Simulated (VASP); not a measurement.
# Dy (P6_3/mmc) in VASP: a series of runs

The runs below take Dy through single point, with PBEsol.

Everything below comes from runs of VASP 6.6.1. Logs are shortened: lines on timing, memory, paths and dates and some standing lists are left out, and cuts for length are marked.

## Step 1: The structure

Symmetry: P6_3/mmc, No. 194, hexagonal system. Conventional cell: a = 3.590 Å, b = 3.590 Å, c = 5.647 Å, α = 90.00°, β = 90.00°, γ = 120.00°. Dy (site symmetry -6m2) has 12 Dy at 3.50 to 3.59 Å as nearest neighbours.

## Step 2: Single point, PBEsol, collinear spin, ferromagnetic start

Contents of INCAR:

```
SYSTEM = Dy
PREC     = Low            ! precision mode
ENCUT    = 460            ! plane-wave cutoff, eV
EDIFF    = 1E-6           ! SCF threshold, eV
ISMEAR   = 1              ! smearing method
SIGMA    = 0.2            ! smearing width, eV
LREAL    = .False.        ! projectors in reciprocal space
LASPH    = .True.         ! aspherical terms in the spheres
NELM     = 100            ! most SCF steps
ALGO     = Normal         ! electronic algorithm
ISIF     = 2              ! what is computed and relaxed
LWAVE    = .False.        ! write WAVECAR
LCHARG   = .False.        ! write CHGCAR
ISPIN    = 2              ! spin polarisation
MAGMOM   = 5 5            ! initial moments
LORBIT   = 11             ! projections on sites
LMAXMIX  = 6              ! l up to which the mixer works
GGA      = PS             ! functional
ADDGRID  = .False.
```

Contents of KPOINTS:

```
regular mesh
0
Gamma
  9 9 5
  0 0 0
```

Contents of POSCAR:

```
Dy
1.0
    3.5903000000      0.0000000000      0.0000000000
   -1.7951500000      3.1092910072      0.0000000000
    0.0000000000      0.0000000000      5.6475000000
Dy
2
Direct
    0.6666666667      0.3333333333      0.7500000000
    0.3333333333      0.6666666667      0.2500000000
```

Potentials or basis: VASP PAW PBE potentials, release 64 (Dy_3), 4f in core.

On the command line:

```
$ cat potpaw_PBE.64/Dy_3/POTCAR > POTCAR
$ mpirun -np 1 vasp_std > vasp.out
```

OUTCAR:

```text
SYSTEM = Dy
   PREC = Low
   ENCUT = 460
   EDIFF = 1E-6
   ISMEAR = 1
   LREAL = .False.
   LASPH = .True.
   NELM = 100
   ISIF = 2
   ISPIN = 2
   LORBIT = 11
   GGA = PS

 Found     36 irreducible k-points:

 Following reciprocal coordinates:
            Coordinates               Weight
  0.000000  0.000000  0.000000      1.000000
  0.111111  0.000000  0.000000      6.000000
  0.222222 -0.000000  0.000000      6.000000
  0.333333 -0.000000  0.000000      6.000000
  0.444444 -0.000000  0.000000      6.000000
  0.111111  0.111111  0.000000      6.000000
   k-points           NKPTS =     36   k-points in BZ     NKDIM =     36   number of bands    NBANDS=     18
   number of dos      NEDOS =    301   number of ions     NIONS =      2
   total plane-waves  NPLWV =  12000
   dimension x,y,z NGX =    20 NGY =   20 NGZ =   30
   dimension x,y,z NGXF=    20 NGYF=   20 NGZF=   30
   ions per type =               2
   NGX,Y,Z   is equivalent  to a cutoff of   9.26,  9.26,  8.83 a.u.
   NGXF,Y,Z  is equivalent  to a cutoff of   9.26,  9.26,  8.83 a.u.
 SYSTEM =  Dy
   PREC   = low       normal or accurate (medium, high low for compatibility)
   ISTART =      0    job   : 0-new  1-cont  2-samecut
   ICHARG =      2    charge: 1-file 2-atom 10-const
   ISPIN  =      2    spin polarized calculation?
   LNONCOLLINEAR =      F non collinear calculations
   LSORBIT =      F    spin-orbit coupling
   LASPH  =      T    aspherical Exc in radial PAW
   ENCUT  =  460.0 eV  33.81 Ry    5.81 a.u.   6.28  6.28  9.88*2*pi/ulx,y,z
   NELM   =    100;   NELMIN=  2; NELMDL= -5     # of ELM steps
   EDIFF  = 0.1E-05   stopping-criterion for ELM
   LREAL  =      F    real-space projection
   EDIFFG = 0.1E-04   stopping-criterion for IOM
   NSW    =      0    number of steps for IOM
   IBRION =     -1    ionic relax: 0-MD 1-quasi-New 2-CG
   NFREE  =      0    steps in history (QN), initial steepest desc. (CG)
   ISIF   =      2    stress and relaxation
   ISYM   =      2    0-nonsym 1-usesym 2-fastsym
   POTIM  = 0.5000    time-step for ionic-motion
   TEBEG  =    0.0;   TEEND  =   0.0 temperature during run
   PSTRESS=    0.0 pullay stress
   NELECT =      18.0000    total number of electrons
   NUPDOWN=      -1.0000    fix difference up-down
   EMIN   =  10.00;   EMAX   =-10.00  energy-range for DOS
   EFERMI =   0.00;   METHOD = LEGACY
   ISMEAR =     1;   SIGMA  =   0.20  broadening in eV -4-tet -1-fermi 0-gaus
   EFERMI_NEDOS =   21; number of points for ismear=-14 and -15
   IALGO  =     38    algorithm
   IMIX   =      4    mixing-type and parameters
     AMIX     =   0.40;   BMIX     =  1.00
     AMIX_MAG =   1.60;   BMIX_MAG =  1.00
  volume/ion in A,a.u.               =      31.52       212.72
  Fermi-wavevector in a.u.,A,eV,Ry     =   1.077994  2.037113 15.810927  1.162070
  Thomas-Fermi vector in A             =   2.213920
   LORBIT       =     11    0 simple, 1 ext, 2 COOP (PROOUT), +10 PAW based schemes
   GGA     = PS    functional components
   LHFCALC =     F    Hartree Fock is set to
   AEXX    =    0.0000 exact exchange contribution
   IVDW    =     0    specifies the selected vdW correction
   LEPSILON=     F    determine dielectric tensor
   LRPA    =     F    only Hartree local field effects (RPA)
 spin polarized calculation
 Methfessel and Paxton  Order N= 1 SIGMA  =   0.20
  energy-cutoff  :      460.00
  volume of cell :       63.04
 maximum number of plane-waves:      1430
   NGX = 13   NGY = 13   NGZ = 19

 number of electron      17.9999921 magnetization       0.0006034

 number of electron      17.9999921 magnetization      -0.0004131

 Free energy of the ion-electron system (eV)
  ---------------------------------------------------
  ext. energy  EPLUGINS =         0.00000000
  ---------------------------------------------------
  free energy    TOTEN  =        -9.91073710 eV

  energy without entropy =       -9.90790047  energy(sigma->0) =       -9.90979156

 E-fermi :   3.0037     XC(G=0):  -9.9696

 val. band max:        2.9858651540   @ k =   0.4444   0.1111   0.0000
 cond. band min:       3.0156483365   @ k =   0.3333   0.1111   0.0000
 fundamental gap:      0.0297831825
 Fermi energy:         3.0036952208

 spin component 1

 k-point     1 :       0.0000    0.0000    0.0000
  band No.  band energies     occupation
      1     -20.5794      1.00000
      2     -19.9920      1.00000
      3     -19.9920      1.00000
      4     -19.8819      1.00000
      5     -19.8819      1.00000
      6     -19.8409      1.00000
[... 10 lines left out ...]
     17       8.2911      0.00000
     18       8.2911      0.00000

 k-point     2 :       0.1111    0.0000    0.0000
  band No.  band energies     occupation
      1     -20.5526      1.00000
      2     -20.0472      1.00000
      3     -20.0106      1.00000
      4     -19.9402      1.00000
      5     -19.8892      1.00000
      6     -19.8537      1.00000
[... 10 lines left out ...]
     17       8.5265      0.00000
     18       8.9829      0.00000

 k-point     3 :       0.2222   -0.0000    0.0000
  band No.  band energies     occupation
      1     -20.4787      1.00000
      2     -20.1871      1.00000
      3     -20.0812      1.00000
      4     -20.0553      1.00000
      5     -19.9095      1.00000
      6     -19.8919      1.00000
[... 10 lines left out ...]
     17       8.9209      0.00000
     18      10.2988      0.00000

 k-point     4 :       0.3333   -0.0000    0.0000
  band No.  band energies     occupation
      1     -20.3769      1.00000
      2     -20.3463      1.00000
      3     -20.2315      1.00000
      4     -20.1036      1.00000
      5     -19.9529      1.00000
      6     -19.9346      1.00000
[... 10 lines left out ...]
     17       9.1875      0.00000
     18      10.4569      0.00000

 k-point     5 :       0.4444   -0.0000    0.0000
  band No.  band energies     occupation
      1     -20.4494      1.00000
      2     -20.3250      1.00000
      3     -20.2856      1.00000
      4     -20.1340      1.00000
      5     -20.0174      1.00000
      6     -19.9517      1.00000
[... 10 lines left out ...]
     17       9.2998      0.00000
     18      10.4423      0.00000

 k-point     6 :       0.1111    0.1111    0.0000
  band No.  band energies     occupation
      1     -20.5022      1.00000
      2     -20.1286      1.00000
      3     -20.0862      1.00000
      4     -20.0010      1.00000
      5     -19.9139      1.00000
      6     -19.8792      1.00000
[... 10 lines left out ...]
     17       8.7276      0.00000
     18      10.0177      0.00000

 [... further k-points ...]

 spin component 2

 k-point     1 :       0.0000    0.0000    0.0000
  band No.  band energies     occupation
      1     -20.5794      1.00000
      2     -19.9921      1.00000
      3     -19.9921      1.00000
      4     -19.8820      1.00000
      5     -19.8820      1.00000
      6     -19.8410      1.00000
[... 10 lines left out ...]
     17       8.2911      0.00000
     18       8.2911      0.00000

 k-point     2 :       0.1111    0.0000    0.0000
  band No.  band energies     occupation
      1     -20.5527      1.00000
      2     -20.0472      1.00000
      3     -20.0106      1.00000
      4     -19.9402      1.00000
      5     -19.8893      1.00000
      6     -19.8537      1.00000
[... 10 lines left out ...]
     17       8.5265      0.00000
     18       8.9828      0.00000

 k-point     3 :       0.2222   -0.0000    0.0000
  band No.  band energies     occupation
      1     -20.4788      1.00000
      2     -20.1872      1.00000
      3     -20.0812      1.00000
      4     -20.0554      1.00000
      5     -19.9096      1.00000
      6     -19.8920      1.00000
[... 10 lines left out ...]
     17       8.9208      0.00000
     18      10.2988      0.00000

 k-point     4 :       0.3333   -0.0000    0.0000
  band No.  band energies     occupation
      1     -20.3769      1.00000
      2     -20.3463      1.00000
      3     -20.2316      1.00000
      4     -20.1036      1.00000
      5     -19.9530      1.00000
      6     -19.9347      1.00000
[... 10 lines left out ...]
     17       9.1874      0.00000
     18      10.4568      0.00000

 k-point     5 :       0.4444   -0.0000    0.0000
  band No.  band energies     occupation
      1     -20.4495      1.00000
      2     -20.3251      1.00000
      3     -20.2856      1.00000
      4     -20.1340      1.00000
      5     -20.0175      1.00000
      6     -19.9518      1.00000
[... 10 lines left out ...]
     17       9.2998      0.00000
     18      10.4422      0.00000

 k-point     6 :       0.1111    0.1111    0.0000
  band No.  band energies     occupation
      1     -20.5022      1.00000
      2     -20.1286      1.00000
      3     -20.0863      1.00000
      4     -20.0010      1.00000
      5     -19.9139      1.00000
      6     -19.8793      1.00000
[... 10 lines left out ...]
     17       8.7275      0.00000
     18      10.0176      0.00000

 [... further k-points ...]
[... 5 lines left out ...]
  --------------------------------------------------------------------------------------
  -------------------------------------------------------------------------------------
  Total       -0.7588643     -0.7588643     -0.8866050      0.0000000     -0.0000000     -0.0000000
  in kB      -19.2852988    -19.2852988    -22.5316187      0.0000000     -0.0000000     -0.0000000
  external PRESSURE =     -20.3674054 kB  Pullay stress =       0.0000000 kB

 VOLUME and BASIS-vectors are now :
 -----------------------------------------------------------------------------
  energy-cutoff  :      460.00
  volume of cell :       63.04
      direct lattice vectors                 reciprocal lattice vectors
     3.590300000  0.000000000  0.000000000     0.278528257  0.160808364  0.000000000
    -1.795150000  3.109291007  0.000000000     0.000000000  0.321616728  0.000000000
     0.000000000  0.000000000  5.647500000     0.000000000  0.000000000  0.177069500

 POSITION                                       TOTAL-FORCE (eV/Angst)
 -----------------------------------------------------------------------------------
      1.79515      1.03643      4.23562        -0.000000      0.000000      0.000000
     -0.00000      2.07286      1.41187         0.000000     -0.000000      0.000000
 -----------------------------------------------------------------------------------
    total drift:                               -0.000000      0.000000     -0.000000

  FREE ENERGIE OF THE ION-ELECTRON SYSTEM (eV)
  ---------------------------------------------------
  free  energy   TOTEN  =        -9.9107371049 eV

  energy  without entropy=       -9.9079004721  energy(sigma->0) =       -9.90979156

 total charge

# of ion       s       p       d       tot
------------------------------------------
    1        0.444   6.379   1.106   7.929
    2        0.444   6.379   1.106   7.929
--------------------------------------------------
tot          0.888  12.758   2.212  15.858

 magnetization (x)

# of ion       s       p       d       tot
------------------------------------------
    1       -0.000  -0.000  -0.000  -0.000
    2       -0.000  -0.000  -0.000  -0.000
--------------------------------------------------
tot         -0.000  -0.000  -0.000  -0.000
```

It took 33 s on 1 thread of Intel Xeon Platinum 8488C (Sapphire Rapids), shared host; peak memory 0.15 GiB.

The run converged, but some of its settings lie outside the range that counts as converged, so its numbers aren't taken as properties of the crystal.

Results:

```
Free energy                                           : -9.9107 eV
Pressure                                              : -2.0 GPa
Band gap on the k mesh                                : none (metal or under the smearing width)
Net moment                                            : 0.00 μB per cell
Valence electrons inside the program's atomic spheres : Dy 7.93
```

Caveat: the magnetic or orbital state may not be the lowest; the PAW data sets were made with another functional, which shifts forces and pressure a little; spin-orbit coupling is left out, which moves the levels of the heavy elements; the 4f electrons are frozen in the core as for a trivalent ion, so they carry no moment and show no levels.

[end of part 1 of 3]
